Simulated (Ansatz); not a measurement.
# Os(0001) with 2 layers of random Os-V, 2x2: scattering by chemical disorder

Aim: the residual resistivity of a random alloy, from Os(0001) with 2 layers of random Os-V, 2x2 and longer regions.

Method: Ansatz plane-wave DFT, PBE, PAW files; ballistic transport by layer matching (Landauer), zero bias; PAW set soft_1, in Ansatz 0.2.0.

## 1. The starting structure

The cell holds 48 atoms: 46 Os and 2 V. Cell: a = 5.468 Å, b = 5.468 Å, c = 25.918 Å, α = 90.0°, β = 90.0°, γ = 120.0°. It derives from Os. Regions: lead, 40 atoms (40 Os); scattering region, 8 atoms (6 Os and 2 V). The structure is stacked along c, and the current runs across the ab planes.

## 2. With 2 alloy layers

In 2 layers a share of 0.25 of the sites is given to V at random. The layers about the cell's end stay perfect and serve as the lead. Energies from -0.05 to 0.05 eV in steps of 0.05 eV are too few for the program's thermal sum, so it prints no conductance; for a metal the transmission near the Fermi level serves, at a fraction of the cost.

input.yaml

```yaml
crystal:
  lattice:
    - [5.4682, 0.0, 0.0]
    - [-2.7341, 4.735600113, 0.0]
    - [0.0, 0.0, 25.9182]
  atoms:
    - { symbol: Os, position: [0.1666666667, 0.3333333333, 0.0416666667] }
    - { symbol: Os, position: [0.1666666667, 0.8333333333, 0.0416666667] }
    - { symbol: Os, position: [0.6666666667, 0.3333333333, 0.0416666667] }
    - { symbol: Os, position: [0.6666666667, 0.8333333333, 0.0416666667] }
    - { symbol: Os, position: [0.3333333333, 0.1666666667, 0.125] }
    - { symbol: Os, position: [0.3333333333, 0.6666666667, 0.125] }
    - { symbol: Os, position: [0.8333333333, 0.1666666667, 0.125] }
    - { symbol: Os, position: [0.8333333333, 0.6666666667, 0.125] }
    - { symbol: Os, position: [0.1666666667, 0.3333333333, 0.2083333333] }
    - { symbol: Os, position: [0.1666666667, 0.8333333333, 0.2083333333] }
    - { symbol: Os, position: [0.6666666667, 0.3333333333, 0.2083333333] }
    - { symbol: Os, position: [0.6666666667, 0.8333333333, 0.2083333333] }
    - { symbol: Os, position: [0.3333333333, 0.1666666667, 0.2916666667] }
    - { symbol: Os, position: [0.3333333333, 0.6666666667, 0.2916666667] }
    - { symbol: Os, position: [0.8333333333, 0.1666666667, 0.2916666667] }
    - { symbol: Os, position: [0.8333333333, 0.6666666667, 0.2916666667] }
    - { symbol: Os, position: [0.1666666667, 0.3333333333, 0.375] }
    - { symbol: Os, position: [0.1666666667, 0.8333333333, 0.375] }
    - { symbol: Os, position: [0.6666666667, 0.3333333333, 0.375] }
    - { symbol: Os, position: [0.6666666667, 0.8333333333, 0.375] }
    - { symbol: Os, position: [0.3333333333, 0.1666666667, 0.4583333333] }
    - { symbol: Os, position: [0.3333333333, 0.6666666667, 0.4583333333] }
    - { symbol: Os, position: [0.8333333333, 0.1666666667, 0.4583333333] }
    - { symbol: Os, position: [0.8333333333, 0.6666666667, 0.4583333333] }
    - { symbol: Os, position: [0.1666666667, 0.3333333333, 0.5416666667] }
    - { symbol: Os, position: [0.1666666667, 0.8333333333, 0.5416666667] }
    - { symbol: V, position: [0.6666666667, 0.3333333333, 0.5416666667] }
    - { symbol: V, position: [0.6666666667, 0.8333333333, 0.5416666667] }
    - { symbol: Os, position: [0.3333333333, 0.1666666667, 0.625] }
    - { symbol: Os, position: [0.3333333333, 0.6666666667, 0.625] }
    - { symbol: Os, position: [0.8333333333, 0.1666666667, 0.625] }
    - { symbol: Os, position: [0.8333333333, 0.6666666667, 0.625] }
    - { symbol: Os, position: [0.1666666667, 0.3333333333, 0.7083333333] }
    - { symbol: Os, position: [0.1666666667, 0.8333333333, 0.7083333333] }
    - { symbol: Os, position: [0.6666666667, 0.3333333333, 0.7083333333] }
    - { symbol: Os, position: [0.6666666667, 0.8333333333, 0.7083333333] }
    - { symbol: Os, position: [0.3333333333, 0.1666666667, 0.7916666667] }
    - { symbol: Os, position: [0.3333333333, 0.6666666667, 0.7916666667] }
    - { symbol: Os, position: [0.8333333333, 0.1666666667, 0.7916666667] }
    - { symbol: Os, position: [0.8333333333, 0.6666666667, 0.7916666667] }
    - { symbol: Os, position: [0.1666666667, 0.3333333333, 0.875] }
    - { symbol: Os, position: [0.1666666667, 0.8333333333, 0.875] }
    - { symbol: Os, position: [0.6666666667, 0.3333333333, 0.875] }
    - { symbol: Os, position: [0.6666666667, 0.8333333333, 0.875] }
    - { symbol: Os, position: [0.3333333333, 0.1666666667, 0.9583333333] }
    - { symbol: Os, position: [0.3333333333, 0.6666666667, 0.9583333333] }
    - { symbol: Os, position: [0.8333333333, 0.1666666667, 0.9583333333] }
    - { symbol: Os, position: [0.8333333333, 0.6666666667, 0.9583333333] }
kpoints:
  mp_grid: { grid: [5, 5, 1] }
hamiltonian:
  xc: pbe
  pseudopotentials: { kind: paw, azcp: { folder: soft_1 } }
scf:
  occupations: { method: fermi_dirac, width: 0.1 }
output:
  transmission:
    leads: [[0, 8]]
    kmesh: [10, 10]
    e_range: [-0.05, 0.05]
    de: 0.05
  write_potential: true
  write_density: true
  volumetric_format: npy
```

Run with:

```
$ ansatz run input.yaml --threads 4 --pin off --max-ram 15360MiB --backend cpu --events-out ev --progress --plain --runs-dir out
```

Numbers of over 12 decimals in the logs are rounded to 6 here.

Output:

```text
Engine: ansatz 0.2.0, aarch64-unknown-linux-gnu
Pseudopotentials: kind: paw
Pseudopotential: Os, paw, valence charge 16, recommended cutoff 420 eV (normal), soft_1/Os.paw.azcp
Pseudopotential: V, paw, valence charge 13, recommended cutoff 420 eV (normal), soft_1/V.paw.azcp
Functional definition: PBE
  parameter kappa = 0.804
  parameter beta = 0.066725
  exchange = pbe_x(kappa = kappa, mu = beta*pi^2/3)
  correlation = pbe_c(beta = beta)
Crystal: 48 atoms, lattice volume = 671.157 Å³
Basis set: ecut = 420 eV, 13017 PW (Γ)
Bands: 458, of which v1, the nominal top of the filled ones, is band 381 counted from 1 (380 counted from 0)
Symmetry: 8 space group operations
Space group: Pmm2 (ITA 25), of the structure as read, at distance tolerance 8.8e-5 Å
k-points: 9 of 25 (time reversal used)
Non-local potential: Os, projectors of the file, l = 0: 3, l = 1: 2, l = 2: 2, l = 3: 1
Non-local potential: V, projectors of the file, l = 0: 3, l = 1: 2, l = 2: 3, l = 3: 1
PAW form: soft (Blöchl's): semilocal exchange-correlation on the pseudo side does not see the compensation charge
PAW one-centre angular grid: Os, 590 points (default); XC on 64 Gauss nodes
PAW one-centre angular grid: V, 590 points (default); XC on 64 Gauss nodes
Initial density: superposition of atomic densities (chi_scale 0.1, normalization cell, long waves of neutral atoms (reshape's long-wave potential 3.98 eV rms, cloud 2.97 Å wide))
Initial wavefunctions: pseudopotential atomic-orbital guess
Functional: x = pbe(κ = 0.804, μ = 0.219515), c = pbe(β = 0.066725)
SCF iter   1: F=—  HF=-529613.343551 eV  |F-HF|=—  |Δ(HF+E_count)|=         —  Δρ=1.89e-1  dr2=1.48e3  ethr=3.10e-3  ⟨swp⟩=5.0  Hψ=13227  notcnv=0  defer=6
preconditioner: auto → Kerker (q_TF=auto, 2.787 Å⁻¹)  [metal: Δε(μ)=0.012 eV  Ē_g=6.080 eV  σ=0.100 eV  W_gap=0.03  n_scr=268 (ndim 8)  ℏωp=27.9 eV  f_vac=0.000  D(μ)=30.92/eV (n_scr^D=292)]
SCF iter   2: F=—  HF=-529585.634076 eV  |F-HF|=—  |Δ(HF+E_count)|=    2.77e1  Δρ=4.94e-2  dr2=2.59e2  ethr=3.10e-3  ⟨swp⟩=3.0  Hψ=8518  notcnv=0  defer=84
SCF iter   3: F=—  HF=-529579.243260 eV  |F-HF|=—  |Δ(HF+E_count)|=    6.39e0  Δρ=2.14e-2  dr2=6.46e1  ethr=3.10e-3  ⟨swp⟩=2.7  Hψ=7062  notcnv=0  defer=66
SCF iter   4: F=—  HF=-529578.172042 eV  |F-HF|=—  |Δ(HF+E_count)|=    1.07e0  Δρ=1.26e-2  dr2=3.98e0  ethr=3.10e-3  ⟨swp⟩=2.3  Hψ=5285  notcnv=0  defer=38
SCF iter   5: F=—  HF=-529577.947746 eV  |F-HF|=—  |Δ(HF+E_count)|=   2.24e-1  Δρ=2.05e-3  dr2=8.85e-1  ethr=5.22e-4  ⟨swp⟩=2.0  Hψ=5003  notcnv=0  defer=36
SCF iter   6: F=—  HF=-529577.931661 eV  |F-HF|=—  |Δ(HF+E_count)|=   1.61e-2  Δρ=8.27e-4  dr2=1.56e-2  ethr=1.16e-4  ⟨swp⟩=1.0  Hψ=4086  notcnv=0  defer=36
SCF iter   7: F=—  HF=-529577.930693 eV  |F-HF|=—  |Δ(HF+E_count)|=   9.68e-4  Δρ=2.60e-4  dr2=5.91e-3  ethr=2.05e-6  ⟨swp⟩=2.0  Hψ=7064  notcnv=0  defer=36
SCF iter   8: F=—  HF=-529577.930550 eV  |F-HF|=—  |Δ(HF+E_count)|=   1.43e-4  Δρ=6.13e-5  dr2=5.16e-4  ethr=7.75e-7  ⟨swp⟩=1.0  Hψ=4086  notcnv=0  defer=36
SCF iter   9: F=—  HF=-529577.930481 eV  |F-HF|=—  |Δ(HF+E_count)|=   6.94e-5  Δρ=1.61e-5  dr2=2.57e-5  ethr=6.77e-8  ⟨swp⟩=1.0  Hψ=4086  notcnv=0  defer=36
SCF iter  10: F=—  HF=-529577.931858 eV  |F-HF|=—  |Δ(HF+E_count)|=   1.38e-3  Δρ=4.85e-6  dr2=3.02e-6  ethr=3.37e-9  ⟨swp⟩=1.7  Hψ=4217  notcnv=0  defer=36
SCF iter  11: F=-529577.931858 eV  HF=-529577.931858 eV  |F-HF|=6.36e-8  |Δ(HF+E_count)|=   3.03e-9  Δρ=1.34e-6  dr2=6.89e-8  ethr=1.31e-11  ⟨swp⟩=7.8  Hψ=12307  notcnv=0
SCF 1 converged in 11 iterations: F = -529577.931858 eV  dr2 = 6.89e-8
  greatest PAW one-centre occupation: 1.000 electrons in one spin orbital (limit 2), on the Os atom at site 35 (counted from 0), in its partial waves of l = 0
transmission: 152 of 1488 steps passed
transmission: 299 of 1488 steps passed
[...]
transmission: 1488 of 1488 steps passed
SCF converged after 11 iterations
Free energy (F): -529577.931858 eV
Harris-Foulkes:  -529577.931858 eV  (|F-HF|=6.36e-8)
Internal energy: -529576.764959 eV  (E = F + TS)
E sigma→0 (E₀):  -529577.348409 eV
Entropy (-TS):   -1.166899 eV (-24.310 meV/atom)
Fermi energy:    25.586326 eV
--- Per-component energies (eV) ---
  E_band       = -3350.877649
  E_kinetic    = 23239.544690
  E_local      = -44425.632238  (includes V_loc(G=0)·N_el)
  E_nonlocal   = 9179.498394
  E_hartree    = 16099.032087
  E_xc         = -11000.072749
  E_vxc        = -11634.269602  (∫ρ·V_xc dr)
  E_paw        = -418418.721454  (= ΣΔE_a)
  E_vpaw       = -11908.104304  (= ΣTr[D̂ρ^β])
  E_aug_tail   = 0.022212  (compensation charges beyond the density's cutoff)
  E_ewald      = -104250.435902
  E_smearing   = -1.166899  (= −TS)
  E_closure    = 0.000000  (closes the sum)
  Σ components = -529577.931858   (vs F -529577.931858, Δ=0.00e0)
--- Band table (eV; the first three rows and the last of 9) ---
  k-point 0: bands = [... 377 lower, 26.1233, 26.2367, 26.3647, 26.3732, 26.3740, 26.3843, 26.3929, 26.4091, ... 73 higher]
  k-point 1: bands = [... 377 lower, 25.6666, 25.7142, 25.8101, 25.8988, 25.9057, 25.9437, 25.9883, 26.0202, ... 73 higher]
  k-point 2: bands = [... 377 lower, 25.3340, 25.3786, 25.3952, 25.4006, 25.4182, 25.5166, 25.5183, 25.6170, ... 73 higher]
  k-point 8: bands = [... 377 lower, 25.0958, 25.2279, 25.2844, 25.3886, 25.3928, 25.4377, 25.5273, 25.5523, ... 73 higher]
--- Transmission ---
  basis      : 223 plane waves across, 48 finite elements along
  points     : 31, standing for a mesh of 10 x 10
  energies   : 3 from -0.050000 to 0.050000 eV about the Fermi level, 0.050000 eV apart; the leads are filled to 0.000000 eV, and channels, transmission and decay are at 0.000000 eV
  crystal 0  : Os8, at the sites [0, 8], period 4.3197 Å, over 23.76 Å; its Hamiltonian steps by up to 14.1 meV
    offset         : up to 0.0000 Å between an atom of the period and one for which it stands
    channels       : 4.550000e0 a spin
    conductance    : none, the energies end too early or step too widely for 300 K: set another output.transmission.e_range or a lower de, or, where they end at an eighth of basis.ecutwfc, a higher one
  junction   : crystal 0 to crystal 0, 1.46 to 23.06 Å
    transmission   : 3.169034e0 a spin
    conductance    : none, the energies end too early or step too widely for 300 K: set another output.transmission.e_range or a lower de, or, where they end at an eighth of basis.ecutwfc, a higher one
```

Elapsed: 7.2 min, on 4 threads of Arm Neoverse V2, shared host; peak memory 6.1 GiB; 26 min of CPU time.

The column dr2 measures how far the density is from self-consistency, as an energy; F and HF (Harris–Foulkes) agree once it is small.

This run has no spin polarisation, although V can carry a moment.

Numbers from this step:

| Quantity | Value |
| --- | --- |
| free energy | -529577.9319 eV |
| energy at zero smearing | -529577.3484 eV |
| Fermi energy | 25.59 eV |
| cell area | 25.90 Å² |
| transmission per spin nearest the Fermi level | 3.169 |
| open channels per spin nearest the Fermi level | 4.55 |
| step of the lead's potential | 14.1 meV |

Per spin. Table of transmission, zone mean by energy, zero at the Fermi level:

```tsv
energy (eV)	transmission, zone mean
-0.0500	3.18
0.0000	3.17
0.0500	3.20
```

Per spin. Open channels, zone mean, lead against energy, zero at the Fermi level:

```tsv
energy (eV)	open channels, zone mean, lead
-0.0500	4.5
0.0000	4.55
0.0500	4.55
```

Transmission over k1 and k2. At 0.0000 eV from the Fermi level.

Ten even steps from '0' (1.11) to '9' (9.35):
```
1122211000
0233332000
0333333300
1343443431
3343494343
1134344343
0003333333
0000233332
1000112221
3000030000
```
Columns: k1 (b1) from -0.5 to 0.4; rows upwards: k2 (b2) from -0.5 to 0.4.

Open channels over k1 and k2. At 0.0000 eV from the Fermi level.

Ten even steps from '_' (2.0) to '@' (11.0):
```
::----------::..__..
..------------..____
..--------------....
::------++++------::
==------++@@++------
::::------++++------
......--------------
..____..------------
::..__..::----------
==::....::==::....::
```
Columns: k1 (b1) from -0.5 to 0.4; rows upwards: k2 (b2) from -0.5 to 0.4.

Over the solved energies the transmission per spin lies between 3.17 and 3.20, out of 4.53 channels of the lead on average (up to 4.55).

## 3. With 6 alloy layers

In 6 layers a share of 0.25 of the sites is given to V at random. A fresh draw is used; the growth of the resistance with length is what counts.

System of this step: Os(0001) with 6 layers of random Os-V, 2x2. The cell holds 64 atoms: 58 Os and 6 V. Its edges and angles: a = 5.468 Å, b = 5.468 Å, c = 34.558 Å, α = 90.0°, β = 90.0°, γ = 120.0°. It derives from Os. Regions: lead, 40 atoms (40 Os); scattering region, 24 atoms (18 Os and 6 V). The structure is stacked along c, and the current runs across the ab planes.

input.yaml

```yaml
crystal:
  lattice:
    - [5.4682, 0.0, 0.0]
    - [-2.7341, 4.735600113, 0.0]
    - [0.0, 0.0, 34.5576]
  atoms:
    - { symbol: Os, position: [0.1666666667, 0.3333333333, 0.03125] }
    - { symbol: Os, position: [0.1666666667, 0.8333333333, 0.03125] }
    - { symbol: Os, position: [0.6666666667, 0.3333333333, 0.03125] }
    - { symbol: Os, position: [0.6666666667, 0.8333333333, 0.03125] }
    - { symbol: Os, position: [0.3333333333, 0.1666666667, 0.09375] }
    - { symbol: Os, position: [0.3333333333, 0.6666666667, 0.09375] }
    - { symbol: Os, position: [0.8333333333, 0.1666666667, 0.09375] }
    - { symbol: Os, position: [0.8333333333, 0.6666666667, 0.09375] }
    - { symbol: Os, position: [0.1666666667, 0.3333333333, 0.15625] }
    - { symbol: Os, position: [0.1666666667, 0.8333333333, 0.15625] }
    - { symbol: Os, position: [0.6666666667, 0.3333333333, 0.15625] }
    - { symbol: Os, position: [0.6666666667, 0.8333333333, 0.15625] }
    - { symbol: Os, position: [0.3333333333, 0.1666666667, 0.21875] }
    - { symbol: Os, position: [0.3333333333, 0.6666666667, 0.21875] }
    - { symbol: Os, position: [0.8333333333, 0.1666666667, 0.21875] }
    - { symbol: Os, position: [0.8333333333, 0.6666666667, 0.21875] }
    - { symbol: Os, position: [0.1666666667, 0.3333333333, 0.28125] }
    - { symbol: Os, position: [0.1666666667, 0.8333333333, 0.28125] }
    - { symbol: Os, position: [0.6666666667, 0.3333333333, 0.28125] }
    - { symbol: Os, position: [0.6666666667, 0.8333333333, 0.28125] }
    - { symbol: Os, position: [0.3333333333, 0.1666666667, 0.34375] }
    - { symbol: V, position: [0.3333333333, 0.6666666667, 0.34375] }
    - { symbol: Os, position: [0.8333333333, 0.1666666667, 0.34375] }
    - { symbol: Os, position: [0.8333333333, 0.6666666667, 0.34375] }
    - { symbol: Os, position: [0.1666666667, 0.3333333333, 0.40625] }
    - { symbol: Os, position: [0.1666666667, 0.8333333333, 0.40625] }
    - { symbol: Os, position: [0.6666666667, 0.3333333333, 0.40625] }
    - { symbol: Os, position: [0.6666666667, 0.8333333333, 0.40625] }
    - { symbol: V, position: [0.3333333333, 0.1666666667, 0.46875] }
    - { symbol: Os, position: [0.3333333333, 0.6666666667, 0.46875] }
    - { symbol: Os, position: [0.8333333333, 0.1666666667, 0.46875] }
    - { symbol: Os, position: [0.8333333333, 0.6666666667, 0.46875] }
    - { symbol: V, position: [0.1666666667, 0.3333333333, 0.53125] }
    - { symbol: V, position: [0.1666666667, 0.8333333333, 0.53125] }
    - { symbol: Os, position: [0.6666666667, 0.3333333333, 0.53125] }
    - { symbol: V, position: [0.6666666667, 0.8333333333, 0.53125] }
    - { symbol: V, position: [0.3333333333, 0.1666666667, 0.59375] }
    - { symbol: Os, position: [0.3333333333, 0.6666666667, 0.59375] }
    - { symbol: Os, position: [0.8333333333, 0.1666666667, 0.59375] }
    - { symbol: Os, position: [0.8333333333, 0.6666666667, 0.59375] }
    - { symbol: Os, position: [0.1666666667, 0.3333333333, 0.65625] }
    - { symbol: Os, position: [0.1666666667, 0.8333333333, 0.65625] }
    - { symbol: Os, position: [0.6666666667, 0.3333333333, 0.65625] }
    - { symbol: Os, position: [0.6666666667, 0.8333333333, 0.65625] }
    - { symbol: Os, position: [0.3333333333, 0.1666666667, 0.71875] }
    - { symbol: Os, position: [0.3333333333, 0.6666666667, 0.71875] }
    - { symbol: Os, position: [0.8333333333, 0.1666666667, 0.71875] }
    - { symbol: Os, position: [0.8333333333, 0.6666666667, 0.71875] }
    - { symbol: Os, position: [0.1666666667, 0.3333333333, 0.78125] }
    - { symbol: Os, position: [0.1666666667, 0.8333333333, 0.78125] }
    - { symbol: Os, position: [0.6666666667, 0.3333333333, 0.78125] }
    - { symbol: Os, position: [0.6666666667, 0.8333333333, 0.78125] }
    - { symbol: Os, position: [0.3333333333, 0.1666666667, 0.84375] }
    - { symbol: Os, position: [0.3333333333, 0.6666666667, 0.84375] }
    - { symbol: Os, position: [0.8333333333, 0.1666666667, 0.84375] }
    - { symbol: Os, position: [0.8333333333, 0.6666666667, 0.84375] }
    - { symbol: Os, position: [0.1666666667, 0.3333333333, 0.90625] }
    - { symbol: Os, position: [0.1666666667, 0.8333333333, 0.90625] }
    - { symbol: Os, position: [0.6666666667, 0.3333333333, 0.90625] }
    - { symbol: Os, position: [0.6666666667, 0.8333333333, 0.90625] }
    - { symbol: Os, position: [0.3333333333, 0.1666666667, 0.96875] }
    - { symbol: Os, position: [0.3333333333, 0.6666666667, 0.96875] }
    - { symbol: Os, position: [0.8333333333, 0.1666666667, 0.96875] }
    - { symbol: Os, position: [0.8333333333, 0.6666666667, 0.96875] }
kpoints:
  mp_grid: { grid: [5, 5, 1] }
hamiltonian:
  xc: pbe
  pseudopotentials: { kind: paw, azcp: { folder: soft_1 } }
scf:
  occupations: { method: fermi_dirac, width: 0.1 }
output:
  transmission:
    leads: [[0, 8]]
    kmesh: [10, 10]
    e_range: [-0.05, 0.05]
    de: 0.05
  write_potential: true
  write_density: true
  volumetric_format: npy
```

Output:

```text
[...]
Crystal: 64 atoms, lattice volume = 894.876 Å³
Basis set: ecut = 420 eV, 17377 PW (Γ)
Bands: 604, of which v1, the nominal top of the filled ones, is band 503 counted from 1 (502 counted from 0)
Symmetry: 2 space group operations
[...]
k-points: 9 of 25 (time reversal used)
[...]
SCF iter   1: F=—  HF=-677945.214217 eV  |F-HF|=—  |Δ(HF+E_count)|=         —  Δρ=2.57e-1  dr2=7.79e3  ethr=3.10e-3  ⟨swp⟩=5.0  Hψ=17145  notcnv=0
[...]
SCF iter  12: F=-677859.835253 eV  HF=-677859.835253 eV  |F-HF|=5.69e-8  |Δ(HF+E_count)|=   1.13e-8  Δρ=1.01e-6  dr2=5.96e-8  ethr=9.94e-12  ⟨swp⟩=7.3  Hψ=11722  notcnv=0
SCF 1 converged in 12 iterations: F = -677859.835253 eV  dr2 = 5.96e-8
[...]
transmission: 200 of 1984 steps passed
transmission: 398 of 1984 steps passed
[...]
transmission: 1984 of 1984 steps passed
SCF converged after 12 iterations
Free energy (F): -677859.835253 eV
[...]
Internal energy: -677858.244021 eV  (E = F + TS)
E sigma→0 (E₀):  -677859.039637 eV
Entropy (-TS):   -1.591233 eV (-24.863 meV/atom)
Fermi energy:    25.036942 eV
[...]
--- Band table (eV; the first three rows and the last of 9) ---
  k-point 0: bands = [... 499 lower, 25.4216, 25.4489, 25.4936, 25.5495, 25.6496, 25.6828, 26.0362, 26.0385, ... 97 higher]
  k-point 1: bands = [... 499 lower, 25.0788, 25.1566, 25.2098, 25.2221, 25.3591, 25.3731, 25.4438, 25.4596, ... 97 higher]
  k-point 2: bands = [... 499 lower, 24.7645, 24.8224, 24.8457, 24.8872, 24.9100, 24.9227, 25.0015, 25.0533, ... 97 higher]
  k-point 8: bands = [... 499 lower, 24.6289, 24.7249, 24.7727, 24.8314, 24.8871, 24.9370, 24.9690, 25.0357, ... 97 higher]
--- Transmission ---
  basis      : 223 plane waves across, 64 finite elements along
  points     : 31, standing for a mesh of 10 x 10
[...]
channels       : 4.510000e0 a spin
[...]
junction   : crystal 0 to crystal 0, -0.70 to 29.54 Å
    transmission   : 2.051599e0 a spin
[...]
```

Run time: 12 min. Hardware: 4 threads; peak memory 9.2 GiB; 44 min of CPU time.

Numbers from this step:

```yaml
free_energy: -677859.8353 eV
energy_at_zero_smearing: -677859.0396 eV
fermi_energy: 25.04 eV
transmission_per_spin_nearest_the_fermi_level: 2.052
open_channels_per_spin_nearest_the_fermi_level: 4.51
step_of_the_lead_s_potential: 14.4 meV
```

Per spin. Transmission, zone mean against energy, zero at the Fermi level:

```tsv
energy (eV)	transmission, zone mean
-0.0500	2.00
0.0000	2.05
0.0500	2.25
```

Over the solved energies the transmission per spin lies between 2.00 and 2.25, out of 4.52 channels of the lead on average (up to 4.55).

[end of part 1 of 2]

[Logs are printed without paths, hosts, clocks, repeated set-up lines and the standing remarks that a program may print on its own settings, such as how far it seeks lower states.]

[Hosts, paths, dates, database ids (printed as entryN), source tags and the programs' standing remarks are cut or masked in the printed files.]
